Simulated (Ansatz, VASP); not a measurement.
# GaP: VASP beside Ansatz

```xyz
2
Lattice="3.8541 0.0000 0.0000 1.9270 3.3377 0.0000 1.9270 1.1126 3.1468" Properties=species:S:1:pos:R:3 pbc="T T T"
Ga    0.0000    0.0000    0.0000
P     1.9270    1.1126    0.7867
```

Alike in both runs: task single point; functional revPBE; k mesh 6 × 6 × 6; no spin polarisation.

|  | VASP | Ansatz |
| --- | --- | --- |
| version | VASP 6.6.1 | Ansatz 0.2.0 |
| potentials or method | VASP PAW PBE potentials, release 64 (Ga_d, P) | plane waves, PAW |
| plane-wave cutoff (eV) | 520 | 571 |
| occupations | gaussian, width 0.01 eV | fixed |
| valence electrons in the cell | 18 | 18 |

Ansatz gave:

| Quantity | Value |
| --- | --- |
| gap on the k mesh at the Fermi level (eV) | 1.73 |
| pressure (GPa) | 4.1 |

Question: Which values does VASP return?

Answer: gap on the k mesh at the Fermi level (eV): 1.72; pressure (GPa): 3.9.

Caveats: the PAW data sets were made with another functional, which shifts forces and pressure a little (VASP). As with any semilocal functional, this revPBE gap is likely too small. A k mesh can miss the band edges.
